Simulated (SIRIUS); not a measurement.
## PtS2 in SIRIUS: convergence with k mesh

Input of the first run (k mesh 1 × 1 × 1); the others differ in this setting and in those tied to it:

Contents of sirius.json:

```json
{
  "control": {
    "processing_unit": "cpu",
    "std_evp_solver_name": "lapack",
    "gen_evp_solver_name": "lapack",
    "verbosity": 2,
    "print_forces": true,
    "ortho_rf": true,
    "use_second_variation": true,
    "rmt_max": 3.0,
    "num_bands_to_print": 24,
    "save_wf": true
  },
  "parameters": {
    "electronic_structure_method": "full_potential_lapwlo",
    "xc_functionals": ["XC_LDA_X", "XC_LDA_C_PW"],
    "core_relativity": "dirac",
    "valence_relativity": "iora",
    "num_fv_states": 40,
    "smearing": "fermi_dirac",
    "smearing_width": 0.0018374661,
    "pw_cutoff": 21,
    "gk_cutoff": 3.95,
    "lmax_apw": 11,
    "lmax_rho": 8,
    "lmax_pot": 8,
    "num_mag_dims": 0,
    "auto_rmt": 0,
    "ngridk": [1, 1, 1],
    "shiftk": [0, 0, 0],
    "num_dft_iter": 80,
    "energy_tol": 1e-07,
    "density_tol": 1e-05,
    "use_symmetry": true
  },
  "settings": {"tol_ne": 1e-10},
  "iterative_solver": {"type": "exact"},
  "mixer": {"type": "anderson", "beta": 0.5, "max_history": 8},
  "unit_cell": {
    "lattice_vectors": [[6.6956776048, 0.0, 0.0], [-3.3478388024, 5.7986269013, 0.0], [0.0, 0.0, 9.5219519968]],
    "atom_types": ["Pt", "S"],
    "atom_files": {"Pt": "Pt.json", "S": "S.json"},
    "atoms": {"Pt": [[0.0, 0.0, 0.0]], "S": [[0.6666666667, 0.3333333333, 0.773], [0.3333333333, 0.6666666667, 0.227]]}
  }
}
```

The input Pt.json:

```json
{
  "name": "platinum",
  "symbol": "Pt",
  "number": 78,
  "mass": 195.084,
  "rmin": 1e-06,
  "rmt": 2.33,
  "nrmt": 800,
  "rinf": 13.69,
  "core": "1s2s2p3s3p3d4s4p4d",
  "valence": [
    {"basis": [{"enu": 0.09, "dme": 0, "n": 0, "auto": 0}, {"enu": 0.09, "dme": 1, "n": 0, "auto": 0}]},
    {"l": 0, "n": 1, "basis": [{"enu": 0.19, "dme": 0, "n": 0, "auto": 0}]},
    {"l": 1, "n": 2, "basis": [{"enu": 0.19, "dme": 0, "n": 0, "auto": 0}]},
    {"l": 2, "n": 3, "basis": [{"enu": 0.19, "dme": 0, "n": 0, "auto": 0}]},
    {"l": 3, "n": 4, "basis": [{"enu": 0.19, "dme": 0, "n": 0, "auto": 0}]},
    {"l": 4, "n": 5, "basis": [{"enu": 0.19, "dme": 0, "n": 0, "auto": 0}]}
  ],
  "lo": [
    {"l": 0, "basis": [{"enu": 0.19, "dme": 0, "n": 0, "auto": 0}, {"enu": 0.19, "dme": 1, "n": 0, "auto": 0}]},
    {
      "l": 0,
      "basis": [{"enu": -3.3287, "dme": 0, "n": 5, "auto": 1}, {"enu": -3.3287, "dme": 1, "n": 5, "auto": 1}]
    },
    {
      "l": 0,
      "basis": [{"enu": -3.3287, "dme": 1, "n": 5, "auto": 1}, {"enu": 0.19, "dme": 0, "n": 0, "auto": 0}]
    },
    {"l": 0, "basis": [{"enu": 0.19, "dme": 0, "n": 0, "auto": 0}, {"enu": 3.1372, "dme": 0, "n": 0, "auto": 0}]},
    {"l": 1, "basis": [{"enu": 0.19, "dme": 0, "n": 0, "auto": 0}, {"enu": 0.19, "dme": 1, "n": 0, "auto": 0}]},
    {
      "l": 1,
      "basis": [{"enu": -1.6542, "dme": 0, "n": 5, "auto": 1}, {"enu": -1.6542, "dme": 1, "n": 5, "auto": 1}]
    },
    {
      "l": 1,
      "basis": [{"enu": -1.6542, "dme": 1, "n": 5, "auto": 1}, {"enu": 0.19, "dme": 0, "n": 0, "auto": 0}]
    },
    {"l": 1, "basis": [{"enu": 0.19, "dme": 0, "n": 0, "auto": 0}, {"enu": 3.5793, "dme": 0, "n": 0, "auto": 0}]},
    {"l": 2, "basis": [{"enu": 0.19, "dme": 0, "n": 0, "auto": 0}, {"enu": 0.19, "dme": 1, "n": 0, "auto": 0}]},
    {"l": 2, "basis": [{"enu": 0.19, "dme": 1, "n": 0, "auto": 0}, {"enu": 0.19, "dme": 2, "n": 0, "auto": 0}]},
    {"l": 2, "basis": [{"enu": 0.19, "dme": 0, "n": 0, "auto": 0}, {"enu": 3.0635, "dme": 0, "n": 0, "auto": 0}]},
    {"l": 3, "basis": [{"enu": 0.19, "dme": 0, "n": 0, "auto": 0}, {"enu": 0.19, "dme": 1, "n": 0, "auto": 0}]},
    {
      "l": 3,
      "basis": [{"enu": -2.1956, "dme": 0, "n": 4, "auto": 1}, {"enu": -2.1956, "dme": 1, "n": 4, "auto": 1}]
    },
    {
      "l": 3,
      "basis": [{"enu": -2.1956, "dme": 1, "n": 4, "auto": 1}, {"enu": 0.19, "dme": 0, "n": 0, "auto": 0}]
    },
    {"l": 3, "basis": [{"enu": 0.19, "dme": 0, "n": 0, "auto": 0}, {"enu": 4.4634, "dme": 0, "n": 0, "auto": 0}]},
    {"l": 4, "basis": [{"enu": 0.19, "dme": 0, "n": 0, "auto": 0}, {"enu": 0.19, "dme": 1, "n": 0, "auto": 0}]},
    {"l": 4, "basis": [{"enu": 0.19, "dme": 0, "n": 0, "auto": 0}, {"enu": 3.7266, "dme": 0, "n": 0, "auto": 0}]}
  ],
  "free_atom": [... radial grid and density of the free atom, the start of the SCF ...]
}
```

Contents of S.json:

```json
{
  "name": "sulphur",
  "symbol": "S",
  "number": 16,
  "mass": 32.065,
  "rmin": 1e-06,
  "rmt": 2.02,
  "nrmt": 800,
  "rinf": 13.52,
  "core": "1s",
  "valence": [
    {"basis": [{"enu": 0.09, "dme": 0, "n": 0, "auto": 0}, {"enu": 0.09, "dme": 1, "n": 0, "auto": 0}]},
    {"l": 0, "n": 1, "basis": [{"enu": 0.0534, "dme": 0, "n": 0, "auto": 0}]},
    {"l": 1, "n": 2, "basis": [{"enu": 0.19, "dme": 0, "n": 0, "auto": 0}]},
    {"l": 2, "n": 3, "basis": [{"enu": 0.19, "dme": 0, "n": 0, "auto": 0}]},
    {"l": 3, "n": 4, "basis": [{"enu": 0.19, "dme": 0, "n": 0, "auto": 0}]}
  ],
  "lo": [
    {
      "l": 0,
      "basis": [{"enu": 0.0534, "dme": 0, "n": 0, "auto": 0}, {"enu": 0.0534, "dme": 1, "n": 0, "auto": 0}]
    },
    {
      "l": 0,
      "basis": [{"enu": 0.0534, "dme": 1, "n": 0, "auto": 0}, {"enu": 0.0534, "dme": 2, "n": 0, "auto": 0}]
    },
    {
      "l": 0,
      "basis": [{"enu": -7.2863, "dme": 0, "n": 2, "auto": 1}, {"enu": -7.2863, "dme": 1, "n": 2, "auto": 1}]
    },
    {
      "l": 0,
      "basis": [{"enu": 0.0534, "dme": 0, "n": 0, "auto": 0}, {"enu": 2.9943, "dme": 0, "n": 0, "auto": 0}]
    },
    {"l": 1, "basis": [{"enu": 0.19, "dme": 0, "n": 0, "auto": 0}, {"enu": 0.19, "dme": 1, "n": 0, "auto": 0}]},
    {
      "l": 1,
      "basis": [{"enu": -5.2982, "dme": 0, "n": 2, "auto": 1}, {"enu": -5.2982, "dme": 1, "n": 2, "auto": 1}]
    },
    {
      "l": 1,
      "basis": [{"enu": -5.2982, "dme": 1, "n": 2, "auto": 1}, {"enu": 0.19, "dme": 0, "n": 0, "auto": 0}]
    },
    {"l": 1, "basis": [{"enu": 0.19, "dme": 0, "n": 0, "auto": 0}, {"enu": 4.6994, "dme": 0, "n": 0, "auto": 0}]},
    {"l": 2, "basis": [{"enu": 0.19, "dme": 0, "n": 0, "auto": 0}, {"enu": 0.19, "dme": 1, "n": 0, "auto": 0}]},
    {"l": 2, "basis": [{"enu": 0.19, "dme": 1, "n": 0, "auto": 0}, {"enu": 0.19, "dme": 2, "n": 0, "auto": 0}]},
    {"l": 2, "basis": [{"enu": 0.19, "dme": 0, "n": 0, "auto": 0}, {"enu": 4.0132, "dme": 0, "n": 0, "auto": 0}]},
    {"l": 3, "basis": [{"enu": 0.19, "dme": 0, "n": 0, "auto": 0}, {"enu": 0.19, "dme": 1, "n": 0, "auto": 0}]}
  ],
  "free_atom": [... radial grid and density of the free atom, the start of the SCF ...]
}
```

sirius_start.json

```json
{
  "control": {
    "processing_unit": "cpu",
    "std_evp_solver_name": "lapack",
    "gen_evp_solver_name": "lapack",
    "verbosity": 1,
    "print_forces": false,
    "ortho_rf": true,
    "use_second_variation": true,
    "rmt_max": 3.0,
    "num_bands_to_print": 24,
    "save_wf": false
  },
  "parameters": {
    "electronic_structure_method": "full_potential_lapwlo",
    "xc_functionals": ["XC_LDA_X", "XC_LDA_C_PW"],
    "core_relativity": "dirac",
    "valence_relativity": "iora",
    "num_fv_states": 40,
    "smearing": "fermi_dirac",
    "smearing_width": 0.0055123983,
    "pw_cutoff": 21,
    "gk_cutoff": 3.16,
    "lmax_apw": 11,
    "lmax_rho": 8,
    "lmax_pot": 8,
    "num_mag_dims": 0,
    "auto_rmt": 0,
    "ngridk": [1, 1, 1],
    "shiftk": [0, 0, 0],
    "num_dft_iter": 30,
    "energy_tol": 0.01,
    "density_tol": 0.05,
    "use_symmetry": true
  },
  "settings": {"tol_ne": 1e-10},
  "iterative_solver": {"type": "exact"},
  "mixer": {"type": "anderson", "beta": 0.5, "max_history": 8},
  "unit_cell": {
    "lattice_vectors": [[6.6956776048, 0.0, 0.0], [-3.3478388024, 5.7986269013, 0.0], [0.0, 0.0, 9.5219519968]],
    "atom_types": ["Pt", "S"],
    "atom_files": {"Pt": "Pt.json", "S": "S.json"},
    "atoms": {"Pt": [[0.0, 0.0, 0.0]], "S": [[0.6666666667, 0.3333333333, 0.773], [0.3333333333, 0.6666666667, 0.227]]}
  }
}
```

Potentials or basis: all-electron FP-LAPW, apw+lo standard.

Run with:

```sh
$ OMP_NUM_THREADS=1 sirius.scf --input=sirius_start.json --output=start.json
$ OMP_NUM_THREADS=1 sirius.scf --input=sirius.json --output=output.json --task=1
```

Hardware: 1 thread of Arm Neoverse V2, on a shared host.

**Question.** The values tried are 1 × 1 × 1, 3 × 3 × 2, 4 × 4 × 2, 5 × 5 × 3, 7 × 7 × 4, 9 × 9 × 5, 11 × 11 × 6, loosest first. From which on does the energy stay within 1 meV/atom of the tightest run that finished?

**Answer.** From 7 × 7 × 4 on.

| k mesh | energy less the tightest run, at zero smearing (meV/atom) | largest force (eV/Å) | gap on the mesh (eV) | SCF cycles | CPU time (s) | peak memory (GiB) |
| --- | --- | --- | --- | --- | --- | --- |
| 1 × 1 × 1 | 2155.21 | 1.931 | 1.886 | 7 | 47 | 0.48 |
| 3 × 3 × 2 | -36.06 | 0.696 | 1.104 | 9 | 69 | 0.51 |
| 4 × 4 × 2 | -8.04 | 0.908 | 1.090 | 8 | 70 | 0.53 |
| 5 × 5 × 3 | -1.73 | 0.831 | 1.236 | 8 | 82 | 0.55 |
| 7 × 7 × 4 | 0.94 | 0.805 | 0.721 | 8 | 130 | 0.65 |
| 9 × 9 × 5 | -0.04 | 0.806 | 0.908 | 7 | 170 | 0.78 |
| 11 × 11 × 6 | 0.00 | 0.807 | 0.652 | 7 | 250 | 0.99 |

Against the tightest run, the largest force stays within 0.005 eV/Å from 7 × 7 × 4 on. Not settled before the last step: the gap on the mesh (to 0.01 eV). Meshes of other sizes hit other points, so gaps and Fermi surfaces needn't settle smoothly. The tightest run that finished is the yardstick and may itself not be fully converged.

Caveat, for the tightest run too: spin-orbit coupling is left out, which moves the levels of the heavy elements; an odd mesh through Γ misses points on the zone boundary, where band edges often lie.
